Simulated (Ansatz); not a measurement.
Molecular dynamics of WC

Input:

```yaml
accuracy: low
crystal:
  lattice:
    - [-2.9008, -5.024333, 0.0]
    - [4.3512, -2.512166, 0.0]
    - [0.0, 0.0, 5.659]
  atoms:
    - { symbol: W, position: [0.71921705, 0.49619165, -0.04900427] }
    - { symbol: C, position: [0.41460728, 0.61422074, 0.22074607] }
    - { symbol: W, position: [0.70794651, 0.4347215, 0.46798203] }
    - { symbol: C, position: [0.40338494, 0.57943031, 0.73711328] }
    - { symbol: W, position: [0.49355927, -0.01576962, -0.02697332] }
    - { symbol: C, position: [0.22321115, 0.10486309, 0.2083427] }
    - { symbol: W, position: [0.4681511, -0.06870486, 0.51423174] }
    - { symbol: C, position: [0.21416434, 0.08283934, 0.71699967] }
    - { symbol: W, position: [0.22228733, 0.43596124, 0.0113438] }
    - { symbol: C, position: [-0.05274253, 0.64995103, 0.24146292] }
    - { symbol: W, position: [0.19110351, 0.49778258, 0.48569834] }
    - { symbol: C, position: [-0.04286493, 0.60938807, 0.71996723] }
    - { symbol: W, position: [-0.01011774, -0.05421829, -0.01353991] }
    - { symbol: C, position: [0.71281276, 0.09353604, 0.26836509] }
    - { symbol: W, position: [-0.03301379, -0.0481943, 0.51105049] }
    - { symbol: C, position: [0.73457176, 0.14147093, 0.78028884] }
basis:
  ecutwfc: 420.0
kpoints:
  mp_grid: { grid: [2, 2, 2] }
hamiltonian:
  xc: pbe
  pseudopotentials: { kind: paw, azcp: { folder: soft_1 } }
scf:
  occupations: { method: fermi_dirac, width: 0.3 }
  lower_state_search: "off"
md:
  timestep: 1
  n_steps: 210
  ensemble: npt_langevin
  temperature: 2450.0
  initial_velocities: maxwell_boltzmann
  seed: 304343
  friction: 0.005
  pressure: 1.0
  fix_cell: [angles]
```

Command:

```bash
$ ansatz run input.yaml --threads 1 --pin off --max-ram 3072MiB --backend cpu --events-out ev --progress --plain --runs-dir out
```

It goes on from the last frame of an earlier run, with new velocities.

Output, in part (step lines):

```
md step     0: t =     0.00 fs  T =  2296.9 K  F+E_penalty+E_count = -85088.22487029 eV  E_kin = 4.750305 eV  conserved = -85083.52292992 eV  P_inst = 34.1061 GPa  V = 164.9551 Å³  selection 1  (9 SCF iters)
md step     1: t =     1.00 fs  T =  2218.1 K  F+E_penalty+E_count = -85088.10010959 eV  E_kin = 4.587355 eV  conserved = -85083.52210487 eV  P_inst = 33.9390 GPa  V = 164.9810 Å³  selection 1  (7 SCF iters)
md step     2: t =     2.00 fs  T =  2188.2 K  F+E_penalty+E_count = -85088.04286428 eV  E_kin = 4.525458 eV  conserved = -85083.52189243 eV  P_inst = 33.5648 GPa  V = 165.0541 Å³  selection 1  (7 SCF iters)
md step     3: t =     3.00 fs  T =  2178.6 K  F+E_penalty+E_count = -85088.05991794 eV  E_kin = 4.505622 eV  conserved = -85083.52155342 eV  P_inst = 32.9716 GPa  V = 165.1639 Å³  selection 1  (6 SCF iters)
md step     4: t =     4.00 fs  T =  2148.9 K  F+E_penalty+E_count = -85088.16080315 eV  E_kin = 4.444223 eV  conserved = -85083.52141715 eV  P_inst = 32.0970 GPa  V = 165.3124 Å³  selection 1  (6 SCF iters)
md step     5: t =     5.00 fs  T =  2305.2 K  F+E_penalty+E_count = -85088.32944717 eV  E_kin = 4.767562 eV  conserved = -85083.52214124 eV  P_inst = 31.2716 GPa  V = 165.4939 Å³  selection 1  (5 SCF iters)
md step     6: t =     6.00 fs  T =  2313.5 K  F+E_penalty+E_count = -85088.55082998 eV  E_kin = 4.784679 eV  conserved = -85083.52263619 eV  P_inst = 30.0987 GPa  V = 165.7042 Å³  selection 1  (5 SCF iters)
md step     7: t =     7.00 fs  T =  2429.0 K  F+E_penalty+E_count = -85088.81694708 eV  E_kin = 5.023520 eV  conserved = -85083.52403198 eV  P_inst = 28.9100 GPa  V = 165.9625 Å³  selection 1  (5 SCF iters)
[... lines left out ...]
```

The steps, from the saved trajectory:

```
time (fs)  T (K)  potential energy less start (eV)  conserved less start (meV/atom)  P (GPa)  volume (Å³)
        0   2297                             0.000                             0.00     34.1        165.0
        7   2429                            -0.592                            -0.07     28.9        166.0
       14   2798                            -1.834                            -0.31     20.2        169.1
       21   2277                            -1.152                             0.09     12.1        174.3
       28   2233                            -1.740                            -0.17      0.5        180.5
       35   2711                            -2.187                            -0.17    -11.0        186.7
       42   2513                            -1.735                            -0.04    -19.3        191.7
       49   2602                            -1.586                            -0.02    -23.8        194.2
       56   2536                            -1.854                            -0.01    -24.4        193.7
       63   2306                            -2.163                            -0.06    -20.4        190.6
       70   2270                            -2.395                            -0.04    -11.0        185.0
       77   2209                            -2.650                            -0.05      0.1        178.9
       84   2358                            -2.860                            -0.03     10.8        173.4
       91   2522                            -3.269                            -0.19     17.3        169.5
       98   2293                            -2.566                             0.05     22.1        167.2
      105   2263                            -2.515                             0.08     22.8        166.9
      112   2567                            -3.507                            -0.12     17.8        168.1
      119   2560                            -3.578                            -0.01      9.3        171.3
      126   2794                            -3.354                            -0.03     -0.3        175.9
      133   2726                            -2.997                             0.08     -8.8        180.5
      140   2999                            -3.282                            -0.07    -15.8        184.5
      147   3121                            -3.001                            -0.12    -18.0        187.2
      154   2555                            -1.565                             0.12    -14.9        188.3
      161   2452                            -0.833                             0.04    -11.0        187.6
      168   2469                            -0.898                             0.04     -8.3        185.8
      175   2463                            -1.522                            -0.11     -6.5        183.2
      182   2213                            -1.020                            -0.03     -0.3        180.2
      189   1575                            -0.183                             0.19      6.8        177.5
      196   2241                            -1.232                             0.06     10.1        175.3
      203   2778                            -2.539                            -0.06     10.3        174.4
      210   2896                            -2.655                             0.05     10.5        174.2
```

The run went to its last step. The conserved energy stayed within 0.4 meV per atom of its start (net change 0.048 meV per atom), so the integration is sound. A run of 0.21 ps of so small a system gives no equilibrium averages. Limits of this set-up: coarse k mesh, low accuracy level. The cell's volume went from 165 to 174 Å³.

Mean squared displacements from the first frame to the last, about the centre of mass, the cell's change included: W 0.06 Å², C 0.11 Å².

Last frame:

```xyz
16
Lattice="-2.9967 -5.1905 0.0000 4.5014 -2.5989 0.0000 0.0000 0.0000 5.5905" Properties=species:S:1:pos:R:3
W 0.050 -4.977 0.003
C 1.474 -4.034 1.473
W 0.054 -5.090 2.799
C 1.553 -4.118 4.540
W -1.541 -2.487 0.120
C -0.074 -1.498 1.237
W -1.571 -2.240 2.817
C -0.085 -1.305 4.152
W 1.215 -2.279 0.137
C 2.918 -1.374 1.495
W 1.746 -2.480 2.853
C 2.957 -1.478 4.225
W -0.200 0.248 0.120
C -1.436 -4.123 1.337
W 0.209 0.353 2.878
C -1.423 -4.058 4.110
```

Run time: 19 min on 1 thread of Arm Neoverse V2, on a shared host, peak memory 0.67 GiB.
